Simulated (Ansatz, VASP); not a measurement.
## Zn: VASP beside Ansatz

INCAR

```
ALGO = Normal
EDIFF = 1E-7
ENCUT = 520
GGA = PS
ISIF = 2
ISMEAR = -1
LASPH = T
LCHARG = T
LELF = T
LREAL = F
LVHAR = T
LWAVE = F
NBANDS = 12
NELM = 60
PREC = Accurate
SIGMA = 0.05
```

KPOINTS

```
k-points
0
Gamma
  12 12 12
```

POSCAR

```
Zn
1.0
    0.0000000000      1.9906312808      1.9906312808
    1.9906312808      0.0000000000      1.9906312808
    1.9906312808      1.9906312808      0.0000000000
Zn
1
Direct
    0.0000000000      0.0000000000      0.0000000000
```

File input.yaml:

```yaml
crystal:
  lattice:
    - [0.0, 1.9906312808, 1.9906312808]
    - [1.9906312808, 0.0, 1.9906312808]
    - [1.9906312808, 1.9906312808, 0.0]
  atoms:
    - { symbol: Zn, position: [0.0, 0.0, 0.0] }
kpoints:
  mp_grid: { grid: [12, 12, 12] }
scf:
  occupations: { method: fermi_dirac, width: 0.05 }
hamiltonian:
  xc: pbesol
  pseudopotentials: { kind: all_electron, lapw: { basis_error: 0.001 } }
output:
  forces: true
  stress: true
  eigenvalues: true
```

Change from the starting cell: volume scaled by 1.04.

Alike in both runs: task single point; functional PBEsol; k mesh 12 × 12 × 12; occupations fermi-dirac, width 0.05 eV; no spin polarisation.

|  | VASP | Ansatz |
| --- | --- | --- |
| version | VASP 6.6.1 | Ansatz 0.2.0 |
| potentials or method | VASP PAW PBE potentials, release 64 (Zn) | all-electron LAPW, scalar-relativistic |
| plane-wave cutoff (eV) | 520 | see its input |

Ansatz gave:

```
gap on the k mesh at the Fermi level (eV) : none
pressure (GPa)                            : -7.2
```

Task: Which values does VASP return?

Result: gap on the k mesh at the Fermi level (eV): none; pressure (GPa): -6.9.

A gap of «none» marks a metal or a gap that the smearing closes. Ansatz ran all-electron here, so the differences hold the error of VASP's frozen core and of both bases.

Caveats: the PAW data sets were made with another functional, which shifts forces and pressure a little (VASP).
